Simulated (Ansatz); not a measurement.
# GaAs: the cost of one run

Method: DFT PBEsol, scalar-relativistic, plane waves, PAW, in Ansatz 0.2.0.

That is the level of the relaxation; later steps name their own.

1 further run of the same task is left out (set aside as unsound or not needed).

### Step 1. The starting structure

It takes space group F-43m (No. 216, cubic). Conventional cell: a = 5.658 Å, b = 5.658 Å, c = 5.658 Å, α = 90.00°, β = 90.00°, γ = 90.00°. Ga (site symmetry -43m) is surrounded by 4 As at 2.45 Å. As (site symmetry -43m) has 4 Ga at 2.45 Å as nearest neighbours.

Structure file:

```
Ga As
1.0
     0.00000    2.82914    2.82914
     2.82914    0.00000    2.82914
     2.82914    2.82914    0.00000
Ga As
1 1
Cartesian
  0.0000 0.0000 0.0000
  1.4146 1.4146 1.4146
```

This cell was relaxed beforehand with the same method: volume 22.64 Å³/atom, gap on the mesh 0.42 eV.

### Step 2. Band edges over the whole zone

input.yaml reads:

```yaml
crystal:
  lattice:
    - [0.0, 2.8291375013, 2.8291375013]
    - [2.8291375013, 0.0, 2.8291375013]
    - [2.8291375013, 2.8291375013, 0.0]
  atoms:
    - { symbol: Ga, position: [0.0, 0.0, 0.0] }
    - { symbol: As, position: [0.25, 0.25, 0.25] }
basis:
  ecutwfc: 420
kpoints:
  mp_grid: { grid: [12, 12, 12] }
  band_path: { path: [VBM, CBM], npoints: 2 }
hamiltonian:
  xc: pbesol
scf:
  occupations: { method: gaussian, width: 0.02 }
output:
  forces: true
  stress: true
  eigenvalues: true
```

Command:

```bash
$ ansatz run input.yaml --threads 2 --pin off --max-ram 5120MiB --backend cpu --events-out ev --progress --plain --runs-dir out
```

Q: Estimate wall time and peak memory on 2 threads of Intel Xeon at 2.50GHz (Skylake/Cascade Lake), shared host.

About 11 s, with a peak of 0.4 GiB.
